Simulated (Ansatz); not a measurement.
Input of an Ansatz 0.2.0 run:

File input.yaml:

```yaml
crystal:
  lattice:
    - [3.37170019, 0.0, 0.0]
    - [-1.68585009, 2.91997802, 0.0]
    - [0.0, 0.0, 5.38549882]
  atoms:
    - { symbol: Mn, position: [0.3333333333, 0.6666666667, 0.01096] }
    - { symbol: Mn, position: [0.6666666667, 0.3333333333, 0.51096] }
    - { symbol: O, position: [0.3333333333, 0.6666666667, 0.37547] }
    - { symbol: O, position: [0.6666666667, 0.3333333333, 0.87547] }
hamiltonian:
  xc: pbesol
  pseudopotentials: { kind: paw }
  hubbard: { sites: [{ species: Mn, l: d, u_eff: 7.0 }] }
kpoints:
  mp_grid: { grid: [6, 6, 4] }
scf:
  occupations: { method: gaussian, width: 0.05 }
output:
  forces: true
  stress: true
  eigenvalues: true
```

Potentials or basis: Ansatz PAW.

Launch:

```sh
$ ansatz run input.yaml --threads 2 --pin off --max-ram 5632MiB --backend cpu --events-out ev --progress --plain --runs-dir out
```

Q: What does it give for the largest force?

A: 1.747 eV/Å.

Q: Predict the band gap on the k mesh.

A: None (metal or under the smearing width).

Q: Predict the pressure.

A: -21.2 GPa.

Eigenvalues of the final occupation matrices:
| site | spin | trace | eigenvalues |
| --- | --- | --- | --- |
| site 1 | 1 | 2.76 | 0.11 0.33 0.33 0.99 0.99 |
| site 2 | 1 | 2.76 | 0.11 0.33 0.33 0.99 0.99 |

Caveat: the pressure holds a Pulay correction of +0.5 GPa for the finite cutoff; the run has no spin polarisation, though such a crystal can be magnetic; U without spin polarisation on a metal has little footing; the PAW data sets come from PBE, with cores solved anew for the run's functional, which leaves a small shift of forces and pressure; forces of over 1 eV/Å show positions far from the minimum, so gaps and moduli don't describe the material at rest. Spin polarisation is off, so any magnetic state and its effect on volume and gap are missing.
